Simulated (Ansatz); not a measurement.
## Calculated 119Sn Mössbauer parameters for SnO2

Cell: a Materials Project structure (computed, not necessarily an observed phase), atoms as given.

Space group Pbcn (No. 60); a = 4.7351, b = 5.7509, c = 5.2471 Å.

| site | Wyckoff | site symmetry | x | y | z |
| --- | --- | --- | --- | --- | --- |
| Sn | 4c | .2. | 0.5000 | 0.6654 | 0.7500 |
| O | 8d | 1 | 0.7303 | 0.6071 | 0.0786 |

One atom of each set is listed.

The numbers come from a DFT calculation in Ansatz (PBE, plane waves and PAW, scalar-relativistic, 420 eV cutoff, Γ-centred 5×4×5 k-points, Fermi–Dirac smearing 0.02 eV).

Isomer shifts (against SnO₂) follow from the electron density at the nucleus, δ = α(ρ − ρ₀), with α = 0.099 mm s⁻¹ a₀³ and ρ₀ = 183191.44 a₀⁻³ from a line fitted to 8 measured compounds at this level of theory (rms miss 0.12 mm/s). ΔE_Q = ½eQV_zz(1 + η²/3)^½ with Q = -0.132 b for the 23.9 keV state.

(1) Where do the absorption lines lie?

Results:

(1) Sn (4 atoms a cell): δ = 0.01, |ΔE_Q| = 0.25 mm/s, a doublet too narrow to resolve, seen as one line at 0.01 mm/s.

At this cell the PBE pressure is 7 GPa, so with PBE the cell would grow if it were relaxed. The entry's cell may itself be off. Without spin–orbit coupling (the program notes it for Sn) the gradients are little affected as a rule: paired runs on crystals with a gap mostly move them by under 2 % at such atoms.
